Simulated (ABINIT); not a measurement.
Runs of ABINIT 10.8.3 (patched build) on SnTe. The structure is cubic, space group F-43m (No. 216). Conventional cell: a = 7.222 Å, b = 7.222 Å, c = 7.222 Å, α = 90.00°, β = 90.00°, γ = 90.00°. Te (site symmetry -43m) is surrounded by 4 Sn at 3.13 Å. Around Sn (site symmetry -43m) lie 4 Te at 3.13 Å. Measurements of this composition are mostly on another form, of space group No. 225.

```tsv
task	cell	k mesh	cutoff (eV)	smearing	stop of the response cycle (tolvrs)	acoustic sum rule (asr)	cell freedom (optcell)	optimiser (ionmov)	cutoff smearing ecutsm (Ha)	gap on the mesh (eV)	pressure (GPa)
phonons	as given	4 × 4 × 4, with 4 shifts	952	fixed	1e-08	1	-	-	-	-	-2.3
single point	cell relaxed	5 × 5 × 5	1088	fermi-dirac 0.05 eV	-	-	-	-	-	-	0.0
single point	as given	5 × 5 × 5	952	fermi-dirac 0.05 eV	-	-	-	-	-	(a)	-2.3
relaxation of cell and atoms	relaxed	5 × 5 × 5	1088	fermi-dirac 0.05 eV	-	-	2	2	0.5	0.12	0.0
```

Alike in all rows: level LDA; potentials or basis PseudoDojo NC SR LDA v0.4.1 standard; no spin polarisation.

Task: Estimate the missing entries.

Result: (a) 0.34.

Caveats: spin-orbit coupling is left out, which moves the levels of the heavy elements (some runs); an odd mesh through Γ misses points on the zone boundary, where band edges often lie (some runs).

A k mesh can miss the band edges, and the runs leave out spin-orbit coupling on Sn, Te.
